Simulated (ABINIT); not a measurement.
SiC (Moissanite):

```
Si C
1.0
     3.07600    0.00000    0.00000
    -1.53800    2.66389    0.00000
     0.00000    0.00000    5.04800
Si C
2 2
Direct
  0.66667 0.33333 0.50000
  0.33333 0.66667 0.00000
  0.66667 0.33333 0.88500
  0.33333 0.66667 0.38500
```

- Program: ABINIT 10.8.3 (patched build)
- Task: relaxation of cell and atoms
- Functional: LDA
- Potentials or basis: PseudoDojo NC SR LDA v0.4.1 standard
- Cutoff: 1116 eV
- k mesh: 8 × 8 × 4
- Occupations: fermi-dirac, width 0.05 eV
- Spin: no spin polarisation

At the start: pressure -4.4 GPa; volume 10.34 Å³/atom.

Q: How do energy, volume and symmetry change on relaxing?

A: Over 7 steps the energy falls by 11.9 meV/atom and the volume is 10.12 Å³/atom (-2.1 %); space group P6_3mc (No. 186, to 0.05 Å).

The path:
```tsv
step	energy change (eV)	largest force (eV/Å)	pressure (GPa)	volume (Å³)
1	0.0000	0.7284	-4.42	41.36
2	-0.0309	0.4888	-1.68	40.81
3	-0.0448	0.0869	1.01	40.31
4	-0.0466	0.0581	0.59	40.39
5	-0.0478	0.0039	-0.02	40.49
6	-0.0478	0.0001	-0.01	40.49
7	-0.0478	0.0000	0.00	40.49
```

Final structure:
```xyz
4
Lattice="3.0542 0.0000 0.0000 -1.5271 2.6450 0.0000 0.0000 0.0000 5.0121" Properties=species:S:1:pos:R:3 pbc="T T T"
Si    1.5271    0.8817    2.5290
Si    0.0000    1.7633    0.0230
C     1.5271    0.8817    4.4128
C     0.0000    1.7633    1.9067
```
